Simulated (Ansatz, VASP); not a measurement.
One calculation of Te2Mo, two programs

```
CELL_PARAMETERS angstrom
3.49637 0.00000 0.00000
-1.74819 3.02795 0.00000
0.00000 0.00000 13.70174
ATOMIC_POSITIONS crystal
Te 0.33333 0.66667 0.61735
Te 0.66667 0.33333 0.11735
Te 0.33333 0.66667 0.88265
Te 0.66667 0.33333 0.38265
Mo 0.33333 0.66667 0.25000
Mo 0.66667 0.33333 0.75000
```

Alike in both runs: functional PBE; dispersion D3(BJ); k mesh 9 × 9 × 2; occupations gaussian, width 0.02 eV; no spin polarisation.

Ansatz relaxed the structure, and its values are those at the end. VASP's run is a single point on that final structure, the one shown.

|  | VASP | Ansatz |
| --- | --- | --- |
| version | VASP 6.6.1 | Ansatz 0.2.0 |
| potentials or method | VASP PAW PBE potentials, release 64 (Te, Mo_sv) | scalar-relativistic, plane waves, PAW |
| plane-wave cutoff (eV) | 520 | 420 |
| valence electrons in the cell | 52 | 92 |

Ansatz gave:

* gap on the k mesh at the Fermi level (eV): 0.67
* least direct gap on the mesh (eV): 1.03
* pressure (GPa): 0.0
* rms of the force components (eV/Å): 0.002

Q: Which values does VASP return?

A: gap on the k mesh at the Fermi level (eV): 0.67; least direct gap on the mesh (eV): 1.04; pressure (GPa): 0.0; rms of the force components (eV/Å): 0.005.

With one functional, cell and mesh, what is left measures potentials, basis and numerics. The two sets of potentials don't hold the same shells in valence. Ansatz warned: «relaxed_geometry_near_dispersion_switch».

Caveats: spin-orbit coupling is left out, which moves the levels of the heavy elements; an odd mesh through Γ misses points on the zone boundary, where band edges often lie.
